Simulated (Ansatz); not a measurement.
Crystal: Bi2Te2Se.

```
Bi Te Se
1.0
     2.16097    1.24764   10.58557
    -2.16097    1.24764   10.58557
     0.00000   -2.49527   10.58557
Bi Te Se
2 2 1
Direct
  0.39172 0.39172 0.39172
  0.60828 0.60828 0.60828
  0.78040 0.78040 0.78040
  0.21960 0.21960 0.21960
  0.00000 0.00000 0.00000
```

The cell is a database's computed one.

- Program: Ansatz 0.2.0
- Task: relaxation of cell and atoms
- Functional: PBEsol
- Potentials or basis: Ansatz PAW
- Cutoff: 420 eV (not typed: the program's choice for these potentials)
- k mesh: 7 × 7 × 7
- Occupations: fermi-dirac, width 0.05 eV
- Spin: no spin polarisation

At the start: volume 34.25 Å³/atom.

Task: How do energy, volume and symmetry change on relaxing?

Result: It ends after 7 steps and the volume is 31.67 Å³/atom (-7.5 %); space group R-3m (No. 166, to 0.05 Å).

The path:
| step | energy change (eV) | largest force (eV/Å) | volume (Å³) |
| --- | --- | --- | --- |
| 1 | 0.0000 | 0.0497 | 171.24 |
| 2 | -0.0452 | 0.0709 | 157.41 |
| 3 | -0.0640 | 0.0580 | 159.01 |
| 4 | -0.0674 | 0.0562 | 157.33 |
| 5 | -0.0689 | 0.0151 | 158.62 |
| 6 | -0.0691 | 0.0010 | 158.35 |
| 7 | -0.0671 | 0.0009 | 158.35 |

Final structure:
```cif
data_structure
_symmetry_space_group_name_H-M 'P 1'
_symmetry_Int_Tables_number 1
_cell_length_a 10.2394
_cell_length_b 10.2394
_cell_length_c 10.2394
_cell_angle_alpha 24.184
_cell_angle_beta 24.184
_cell_angle_gamma 24.184
_cell_volume 158.35
loop_
_atom_site_label
_atom_site_type_symbol
_atom_site_fract_x
_atom_site_fract_y
_atom_site_fract_z
_atom_site_occupancy
Bi1 Bi 0.39449 0.39449 0.39449 1
Bi2 Bi 0.60551 0.60551 0.60551 1
Te1 Te 0.78706 0.78706 0.78706 1
Te2 Te 0.21294 0.21294 0.21294 1
Se1 Se 0.00000 0.00000 0.00000 1
```

Caveat: the plane-wave basis is chosen anew once the cell has moved, so the energies of steps on either side of that aren't comparable; the PAW data sets come from PBE, with cores solved anew for the run's functional, which leaves a small shift of forces and pressure.
